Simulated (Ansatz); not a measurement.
## Rh in Ansatz: the effect of functional

Crystal: Rh.

```xyz
2
Lattice="2.7845 0.0000 0.0000 -1.3923 2.4115 0.0000 0.0000 0.0000 4.5153" Properties=species:S:1:pos:R:3 pbc="T T T"
Rh    0.0000    1.6077    1.1288
Rh    1.3923    0.8038    3.3865
```

This isn't the form of Rh at room conditions, which is fcc.

The cell isn't the ideal one: volume scaled by 1.06.

Alike in all runs:

* Program: Ansatz 0.2.0
* Task: single point
* Potentials or basis: Ansatz PAW
* k mesh: 11 × 11 × 6
* Occupations: fermi-dirac, width 0.05 eV
* Spin: no spin polarisation

**Question.** One run gave: pressure -20.9 GPa. Which functional did it use?
A. r2SCAN
B. PBEsol
C. LDA

**Answer.** A.

| functional | cutoff | pressure (GPa) |
| --- | --- | --- |
| LDA | 420 eV (not typed: the program's choice for these potentials) | -29.7 |
| PBEsol | 420 eV (not typed: the program's choice for these potentials) | -24.5 |
| r2SCAN | 500 eV (not typed: the program's choice for these potentials) | -20.9 |

Caveats: the PAW data sets come from PBE, with cores solved anew for the run's functional, which leaves a small shift of forces and pressure.
